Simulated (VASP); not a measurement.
Input of a VASP 6.6.1 run:

File INCAR:

```
  PREC = Accurate
  ENCUT = 520
  EDIFF = 1E-7
  ISMEAR = 0
  SIGMA = 0.02
  LREAL = F
  LASPH = T
  NELM = 100
  ALGO = Fast
  ISIF = 2
  LWAVE = F
  LCHARG = T
  GGA = PS
  LELF = T
  LVHAR = T
  NBANDS = 11
```

The input KPOINTS:

```
regular mesh
0
Gamma
  15 15 15
```

File POSCAR:

```
C
1.0
    1.2294720528      0.7098360206      3.5877085327
   -1.2294720528      0.7098360206      3.5877085327
    0.0000000000     -1.4196720413      3.5877085327
C
2
Direct
    0.8333671784      0.8333671784      0.8333671784
    0.1666328216      0.1666328216      0.1666328216
```

Potentials or basis: VASP PAW PBE potentials, release 64 (C).

Run with:

```console
$ cat potpaw_PBE.64/C/POTCAR > POTCAR
$ mpirun -np 1 vasp_std > vasp.out
```

Q: Predict the pressure.

A: 0.6 GPa.

Q: Estimate the band gap on the k mesh.

A: 0.45 eV, direct.

Stress tensor (GPa, compression positive):
```
 0.97  0.00  0.00
 0.00  0.97  0.00
 0.00  0.00 -0.06
```

Caveat: the PAW data sets were made with another functional, which shifts forces and pressure a little; an odd mesh through Γ misses points on the zone boundary, where band edges often lie.
